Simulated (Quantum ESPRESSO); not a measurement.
**CoO: zone-centre phonons under several settings**

```xyz
2
Lattice="0.0000 2.3436 2.3436 2.3436 0.0000 2.3436 2.3436 2.3436 0.0000" Properties=species:S:1:pos:R:3 pbc="T T T"
Co    0.0000    0.0000    0.0000
O     1.1718    1.1718    1.1718
```

Measurements of this composition are mostly on another form, of space group No. 225.

All runs used Quantum ESPRESSO 7.5; potentials GBRV 1.5 LDA; k mesh 6 × 6 × 6, shifted; collinear spin, ferromagnetic start; cutoff 762 eV; occupations fermi-dirac, width 0.05 eV.

```tsv
level	geometry	volume (Å³/atom)	pressure (GPa)	lowest optical mode without the field (cm⁻¹)
LDA	relaxed at 0 GPa	?	0.0	?
LDA	relaxed at 10 GPa	9.45	10.0	505
LDA	relaxed at 25 GPa	8.95	25.0	594
```

Question: What stands in the row left open?

Answer: Volume 9.86 Å³/atom; lowest optical mode without the field 499 cm⁻¹.

Caveats: all runs use coarse meshes; the mesh is thin for the phonons of a metal; a cell with one magnetic atom can't hold antiferromagnetic order, which such compounds often take; the volume moved by over 15 % at a fixed basis, so the end points are rough (some runs); the cell is more than 3 GPa from zero pressure, which shifts response properties (some runs).

For the row left open. Caveat: the k mesh is coarse (spacing up to 0.39 Å⁻¹), so the values aren't converged; the mesh is thin for the phonons of a metal; the volume moved by over 15 % at a fixed basis, so the end points are rough; a cell with one magnetic atom can't hold antiferromagnetic order, which such compounds often take.
